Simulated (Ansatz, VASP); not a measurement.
# Two plane-wave programs on SnO2

Contents of INCAR:

```
PREC = Accurate
ENCUT = 520
EDIFF = 1E-6
ISMEAR = 0
SIGMA = 0.1
LREAL = F
LASPH = T
NELM = 60
ALGO = Normal
ISIF = 2
LWAVE = F
LCHARG = T
GGA = CA
LELF = T
LVHAR = T
NBANDS = 35
```

KPOINTS

```
Automatic mesh
0
Gamma
  6 6 6
```

The input POSCAR:

```
SnO2
1.0
   -2.6365629003      2.6365629003      3.8989310897
    2.6365629003     -2.6365629003      3.8989310897
    2.6365629003      2.6365629003     -3.8989310897
Sn O
2 4
Direct
    0.0000000000      0.0000000000      0.0000000000
    0.7500000000      0.2500000000      0.5000000000
    0.3750000000      0.2235465642      0.3485465642
    0.9735465642      0.6250000000      0.8485465642
    0.7764534358      0.1250000000      0.1514534358
    0.8750000000      0.0264534358      0.6514534358
```

Input for Ansatz:

```yaml
crystal:
  lattice:
    - [-2.6365629003, 2.6365629003, 3.8989310897]
    - [2.6365629003, -2.6365629003, 3.8989310897]
    - [2.6365629003, 2.6365629003, -3.8989310897]
  atoms:
    - { symbol: Sn, position: [0.0, 0.0, 0.0] }
    - { symbol: Sn, position: [0.75, 0.25, 0.5] }
    - { symbol: O, position: [0.375, 0.2235465642, 0.3485465642] }
    - { symbol: O, position: [0.9735465642, 0.625, 0.8485465642] }
    - { symbol: O, position: [0.7764534358, 0.125, 0.1514534358] }
    - { symbol: O, position: [0.875, 0.0264534358, 0.6514534358] }
basis:
  ecutwfc: 420
kpoints:
  mp_grid: { grid: [6, 6, 6] }
hamiltonian:
  xc: lda
scf:
  occupations: { method: gaussian, width: 0.1 }
output:
  forces: true
  stress: true
  eigenvalues: true
```

Alike in both runs: task single point; functional LDA; k mesh 6 × 6 × 6; occupations gaussian, width 0.1 eV; no spin polarisation.

|  | VASP | Ansatz |
| --- | --- | --- |
| version | VASP 6.6.1 | Ansatz 0.2.0 |
| potentials or method | VASP PAW LDA potentials, release 64 (Sn_d, O) | scalar-relativistic, plane waves, PAW |
| plane-wave cutoff (eV) | 520 | 420 |
| valence electrons in the cell | 52 | 52 |

|  | VASP | Ansatz | Ansatz less VASP |
| --- | --- | --- | --- |
| gap on the k mesh at the Fermi level (eV) | 3.69 | 3.71 | +0.017 |
| least direct gap on the mesh (eV) | 3.69 | 3.71 | +0.017 |
| rms of the force components (eV/Å) | 2.379 | 2.438 | +0.0592 |

Atom by atom the forces differ by 0.059 eV/Å (rms over components).

Caveats: spin-orbit coupling is left out, which moves the levels of the heavy elements; forces of over 1 eV/Å show positions far from the minimum, so gaps and moduli don't describe the material at rest. A k mesh can miss the band edges.
